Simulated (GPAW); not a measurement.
# MnS (Fm-3m) in GPAW: equation of state

Aim: energy against volume of MnS in PBEsol, for its equilibrium volume and stiffness.

Everything below comes from runs of GPAW 26.7.0. Logs are shortened: lines on timing, memory, paths and dates and some standing lists are left out, and cuts for length are marked. The log counts tension as positive stress, the text compression.

## (1) Starting point

It takes space group Fm-3m (No. 225, cubic). The conventional cell has a = 5.209 Å, b = 5.209 Å, c = 5.209 Å, α = 90.00°, β = 90.00°, γ = 90.00°. Around Mn (site symmetry m-3m) lie 6 S at 2.60 Å. S (site symmetry m-3m) has 6 Mn at 2.60 Å as nearest neighbours.

## (2) Equation of state, PBEsol, collinear spin, ferromagnetic start

run.py

```python
from ase import Atoms
from ase.eos import EquationOfState
from ase.io import Trajectory
from ase.units import GPa
from gpaw import GPAW, PW, setup_paths

setup_paths.insert(0, '.')

atoms = Atoms(['Mn', 'S'],
              cell=[[0.0, 2.6045, 2.6045],
                    [2.6045, 0.0, 2.6045],
                    [2.6045, 2.6045, 0.0]],
              scaled_positions=[[0.0, 0.0, 0.0],
                                [0.5, 0.5, 0.5]],
              pbc=True)
atoms.set_initial_magnetic_moments([4.0, 0.0])

traj = Trajectory('eos.traj', 'w')
volumes, energies = [], []
for x in [0.94, 0.96, 0.98, 1.0, 1.02, 1.04, 1.06]:
    a = atoms.copy()
    a.set_cell(atoms.cell * x**(1 / 3), scale_atoms=True)
    calc = GPAW(mode=PW(600),
                xc='PBEsol',
                kpts={'size': (9, 9, 9), 'gamma': True},
                occupations={'name': 'fermi-dirac', 'width': 0.05},
                nbands=21,
                convergence={'density': 1e-05, 'energy': 1e-05},
                maxiter=150,
                txt=f'eos-{x:.2f}.txt')
    a.calc = calc
    energies.append(a.get_potential_energy(force_consistent=True))
    volumes.append(a.get_volume())
    p = -a.get_stress()[:3].mean() / GPa
    calc.write(f'eos-{x:.2f}.gpw')
    traj.write(a)
    print(f'{x:.2f} {volumes[-1]:10.4f} A^3 {energies[-1]:14.6f} eV {p:9.3f} GPa', flush=True)

v0, e0, B = EquationOfState(volumes, energies, eos='birchmurnaghan').fit()
print(f'V0 = {v0:.4f} A^3, E0 = {e0:.6f} eV, B0 = {B / GPa:.2f} GPa')
```

Potentials or basis: PAW data sets generated in the run's folder for this functional, pw.

Launch:

```
$ gpaw-setup -f PBEsol Mn S
$ OMP_NUM_THREADS=1 python run.py
```

The program printed:

```text
__  _  _
 | _ |_)|_||  |
 |__||  | ||/\| - 26.7.0

Input parameters:
  mode=PW(ecut=600.0),
  convergence={'density': 1e-05, 'energy': 1e-05},
  kpts=MonkhorstPack(size=(9, 9, 9), gamma=True),
  maxiter=150,
  nbands=21,
  occupations=Occupations(name='fermi-dirac', width=0.05),
  xc=XC(name='PBEsol')

Diagonalizing LCAO Hamiltonian
Converting LCAO to pw mode

               S

       Mn

Atoms  # Å, Bohr magnetons
|   | symbol |        x |        y |        z |    initial magnetic moments |
|---|--------|----------|----------|----------|-----------------------------|
| 0 |     Mn | 0.000000 | 0.000000 | 0.000000 | ( 0.0000,  0.0000,  4.0000) |
| 1 |      S | 2.551332 | 2.551332 | 2.551332 | ( 0.0000,  0.0000,  0.0000) |

Unit cell  # Å
| periodic |        x |        y |        z |  lengths |    angles |
|----------|----------|----------|----------|----------|-----------|
|      yes | 0.000000 | 2.551332 | 2.551332 | 3.608128 | 60.000000 |
|      yes | 2.551332 | 0.000000 | 2.551332 | 3.608128 | 60.000000 |
|      yes | 2.551332 | 2.551332 | 0.000000 | 3.608128 | 60.000000 |

Number of symmetries: 48
Symmetry operations  # r_c * U_cc + t_c -> r_c
|    | kind |            matrix            |
|----|------|------------------------------|
|  0 |  σ   |  1, 0, 0,  1, 0,-1,  1,-1, 0 |
|  1 |  C2  |  1, 0, 0,  1,-1, 0,  1, 0,-1 |
|  2 |  E   |  1, 0, 0,  0, 1, 0,  0, 0, 1 |
|  3 |  σ   |  1, 0, 0,  0, 0, 1,  0, 1, 0 |
|  4 |  C4  |  1, 0,-1,  1, 0, 0,  1,-1, 0 |
|  5 |  S6  |  1, 0,-1,  1,-1, 0,  1, 0, 0 |
|  6 |  σ   |  1, 0,-1,  0, 1,-1,  0, 0,-1 |
|  7 |  C3  |  1, 0,-1,  0, 0,-1,  0, 1,-1 |
|  8 |  S6  |  1,-1, 0,  1, 0, 0,  1, 0,-1 |
|  9 |  C4  |  1,-1, 0,  1, 0,-1,  1, 0, 0 |
| 10 |  C3  |  1,-1, 0,  0,-1, 1,  0,-1, 0 |
| 11 |  σ   |  1,-1, 0,  0,-1, 0,  0,-1, 1 |
| 12 |  σ   |  0, 1, 0,  1, 0, 0,  0, 0, 1 |
| 13 |  C4  |  0, 1, 0,  0, 1,-1, -1, 1, 0 |
| 14 |  C3  |  0, 1, 0,  0, 0, 1,  1, 0, 0 |
| 15 |  S6  |  0, 1, 0, -1, 1, 0,  0, 1,-1 |
| 16 |  C2  |  0, 1,-1,  1, 0,-1,  0, 0,-1 |
| 17 |  σ   |  0, 1,-1,  0, 1, 0, -1, 1, 0 |
| 18 |  S4  |  0, 1,-1,  0, 0,-1,  1, 0,-1 |
| 19 |  C4  |  0, 1,-1, -1, 1, 0,  0, 1, 0 |
| 20 |  C3  |  0, 0, 1,  1, 0, 0,  0, 1, 0 |
| 21 |  σ   |  0, 0, 1,  0, 1, 0,  1, 0, 0 |
| 22 |  S6  |  0, 0, 1,  0,-1, 1, -1, 0, 1 |
| 23 |  C4  |  0, 0, 1, -1, 0, 1,  0,-1, 1 |
| 24 |  S4  |  0, 0,-1,  1, 0,-1,  0, 1,-1 |
| 25 |  C3  |  0, 0,-1,  0, 1,-1,  1, 0,-1 |
| 26 |  C2  |  0, 0,-1,  0,-1, 0, -1, 0, 0 |
| 27 |  S6  |  0, 0,-1, -1, 0, 0,  0,-1, 0 |
| 28 |  S4  |  0,-1, 1,  1,-1, 0,  0,-1, 0 |
| 29 |  C4  |  0,-1, 1,  0, 0, 1, -1, 0, 1 |
| 30 |  C2  |  0,-1, 1,  0,-1, 0,  1,-1, 0 |
| 31 |  σ   |  0,-1, 1, -1, 0, 1,  0, 0, 1 |
| 32 |  C3  |  0,-1, 0,  1,-1, 0,  0,-1, 1 |
| 33 |  S6  |  0,-1, 0,  0, 0,-1, -1, 0, 0 |
| 34 |  S4  |  0,-1, 0,  0,-1, 1,  1,-1, 0 |
| 35 |  C2  |  0,-1, 0, -1, 0, 0,  0, 0,-1 |
| 36 |  C2  | -1, 1, 0,  0, 1, 0,  0, 1,-1 |
| 37 |  S6  | -1, 1, 0,  0, 1,-1,  0, 1, 0 |
| 38 |  S4  | -1, 1, 0, -1, 0, 1, -1, 0, 0 |
| 39 |  C3  | -1, 1, 0, -1, 0, 0, -1, 0, 1 |
| 40 |  S6  | -1, 0, 1,  0, 0, 1,  0,-1, 1 |
| 41 |  C2  | -1, 0, 1,  0,-1, 1,  0, 0, 1 |
| 42 |  C3  | -1, 0, 1, -1, 1, 0, -1, 0, 0 |
| 43 |  S4  | -1, 0, 1, -1, 0, 0, -1, 1, 0 |
| 44 |  C2  | -1, 0, 0,  0, 0,-1,  0,-1, 0 |
| 45 |  i   | -1, 0, 0,  0,-1, 0,  0, 0,-1 |
| 46 |  σ   | -1, 0, 0, -1, 1, 0, -1, 0, 1 |
| 47 |  C2  | -1, 0, 0, -1, 0, 1, -1, 1, 0 |

BZ-sampling:
  Number of BZ points: 729
  Number of IBZ points: 35

  Monkhorst-Pack size: [9, 9, 9]
  Monkhorst-Pack shift: [0, 0, 0]

K-points  # in reciprocal-cell coordinates
|     |                                coordinates |     weight |
|-----|--------------------------------------------|------------|
|   0 | (  0.00000000,   0.00000000,   0.00000000) | 0.00137174 |
|   1 | (  0.11111111,   0.11111111,   0.00000000) | 0.00823045 |
|   2 | (  0.11111111,   0.11111111,   0.11111111) | 0.01097394 |
|   3 | (  0.22222222,   0.11111111,   0.11111111) | 0.01646091 |
|   4 | (  0.22222222,   0.22222222,   0.00000000) | 0.00823045 |
|   5 | (  0.22222222,   0.22222222,   0.11111111) | 0.03292181 |
|   6 | (  0.22222222,   0.22222222,   0.22222222) | 0.01097394 |
|   7 | (  0.33333333,   0.22222222,   0.11111111) | 0.03292181 |
|   8 | (  0.33333333,   0.22222222,   0.22222222) | 0.03292181 |
|   9 | (  0.33333333,   0.33333333,  -0.33333333) | 0.01646091 |
| ... |                                            |            |
|  34 | (  0.44444444,   0.44444444,   0.44444444) | 0.01097394 |

Plane wave coefficients: 1125
Cutoff: 600.0 eV

Spin-components: 2 (collinear spins)
Bands:           21
Projectors:      11
Spin-degeneracy: 1
Datatype:        complex128

Parallelization:
  kpt:    1
  domain: 1
  band:   1

Density:
  Valence electrons: 21.0
  Components: 2
  Grid points: [21 21 21]
  Charge: 0.0  # |e|

Potential:
  Grid points: [21 21 21]

species:
  Mn:
    name:    Manganese
    Z:       25.0
    valence: 15
    core:    10
    charge:  0.0  # [|e|]
    compensation charges:
      type: gauss
      rc: 0.38  # [Å]
      lmax: 2
    cutoffs:
      filter: 2.14  # [Å]
      core: 0.86  # [Å]
    projectors
    | kind |    occ | energy [eV] | rcut [Å] |
    |------|--------|-------------|----------|
    |   3s |  2.000 |     -85.624 |    1.275 |
    |   4s |  2.000 |      -5.124 |    1.275 |
    |   3p |  6.000 |     -54.486 |    1.281 |
    |   4p |  0.000 |      -1.348 |    1.281 |
    |   3d |  5.000 |      -6.794 |    1.138 |
    |    d |        |      20.417 |    1.138 |

    Using partial waves for Mn as LCAO basis

  S:
    name:    Sulfur
    Z:       16.0
    valence: 6
    core:    10
    charge:  0.0  # [|e|]
    compensation charges:
      type: gauss
      rc: 0.24  # [Å]
      lmax: 2
    cutoffs:
      filter: 1.77  # [Å]
      core: 1.66  # [Å]
    projectors
    | kind |    occ | energy [eV] | rcut [Å] |
    |------|--------|-------------|----------|
    |   3s |  2.000 |     -17.192 |    0.974 |
    |   3p |  4.000 |      -6.978 |    0.979 |
    |    s |        |      10.020 |    0.974 |
    |    p |        |      20.234 |    0.979 |
    |    d |        |       0.000 |    0.900 |

    Using partial waves for S as LCAO basis

Reference energy: -42323.512009  # eV

eigensolver:
[... 26 lines left out ...]
convergence criteria:
- Maximum integral of absolute [dens]ity change: 1e-05 electrons / valence electron
- Maximum [total energy] change in last 3 cyles: 1e-05 eV / valence electron
- Maximum integral of absolute [eigenst]ate change: 4e-08 eV^2 / valence electron
maximum number of iterations: 150

SCF iterations
|iter     | |      energy | eigst |  dens |  magmom |
|---------|-|-------------|-------|-------|---------|
|iter:   1| |  -15.526571 | +0.07 |       |  +4.0037|
|iter:   2| |  -15.519852 | -1.99 | -1.24 |  +4.0190|
|iter:   3| |  -15.530628 | -2.75 | -1.27 |  +4.2348|
|iter:   4| |  -15.525137 | -3.06 | -1.68 |  +4.3204|
|iter:   5| |  -15.526760 | -3.93 | -2.04 |  +4.3734|
|iter:   6| |  -15.527852 | -4.69 | -2.33 |  +4.4355|
|iter:   7| |  -15.527903 | -5.65 | -2.86 |  +4.4538|
|iter:   8| |  -15.527904c| -6.75 | -3.69 |  +4.4571|
|iter:   9| |  -15.527904c| -7.64c| -4.30 |  +4.4568|
|iter:  10| |  -15.527904c| -7.97c| -4.86 |  +4.4566|
|iter:  11| |  -15.527904c| -8.66c| -5.63c|  +4.4566|

Converged in 11 steps
Energy contributions relative to reference atoms: (reference = -42323.512009)

Energy contributions:
  Kinetic:          13.173940
  Coulomb:         -11.028260
  Zero:              0.207085
  External:          0.000000
  Xc:              -17.875840
  Entropy:          -0.009658
  Spinorbit:         0.000000
  ----------------------------
  Free energy:     -15.532733
  Extrapolated:    -15.527904

dipole moment: (-11.294033, -11.294033, -11.294033)  # |e|*Ang

Total magnetic moment: (0.000000, 0.000000, 4.456619)

Local magnetic moments
|        x |        y |        z |
|----------|----------|----------|
| 0.000000 | 0.000000 | 3.975015 |  # Mn   0
| 0.000000 | 0.000000 | 0.086188 |  # S    1

Fermi level: 7.696
Eigenvalues  # (at kpt = [0.000, 0.000, 0.000])
| band index |      eig [eV] | occ [0-1] |      eig [eV] | occ [0-1] |
|------------|---------------|-----------|---------------|-----------|
|          0 |       -73.761 |     1.000 |       -69.396 |     1.000 |
|        ... |               |           |               |           |
|          3 |       -42.680 |     1.000 |       -38.401 |     1.000 |
|          4 |        -7.402 |     1.000 |        -7.093 |     1.000 |
|          5 |         4.321 |     1.000 |         5.896 |     1.000 |
|          6 |         4.321 |     1.000 |         5.896 |     1.000 |
|          7 |         4.321 |     1.000 |         5.896 |     1.000 |
|          8 |         4.425 |     1.000 |         7.726 |     0.354 |
|          9 |         4.425 |     1.000 |         7.726 |     0.354 |
|         10 |         5.669 |     1.000 |         7.726 |     0.354 |
|         11 |         5.669 |     1.000 |         7.838 |     0.056 |
|         12 |         5.669 |     1.000 |         7.838 |     0.056 |
|         13 |         9.714 |     0.000 |        10.647 |     0.000 |
|         14 |        16.291 |     0.000 |        17.416 |     0.000 |
|         15 |        16.291 |     0.000 |        17.416 |     0.000 |
|         16 |        16.291 |     0.000 |        17.416 |     0.000 |
|         17 |        18.148 |     0.000 |        18.357 |     0.000 |
|        ... |               |           |               |           |
|         20 |        20.291 |     0.000 |        21.886 |     0.000 |

No gap
No difference between direct/indirect transitions

Stress tensor  # eV/Ang^3
|        x |        y |        z |
|----------|----------|----------|
| 0.029870 | 0.000000 | 0.000000 |
| 0.000000 | 0.029870 | 0.000000 |
| 0.000000 | 0.000000 | 0.029870 |

# Writing to eos-0.94.gpw (mode='')
```

It took 5.1 min on 1 thread of Arm Neoverse V1, shared host; peak memory 0.34 GiB.

What came out:

```
Equilibrium volume : outside the volumes run
```

Energy against volume, from the lowest point:
| volume (Å³/atom) | energy (meV/atom) |
| --- | --- |
| 16.607 | 0.00 |
| 16.961 | 11.29 |
| 17.314 | 24.28 |
| 17.667 | 39.09 |
| 18.021 | 55.78 |
| 18.374 | 74.25 |
| 18.727 | 94.26 |
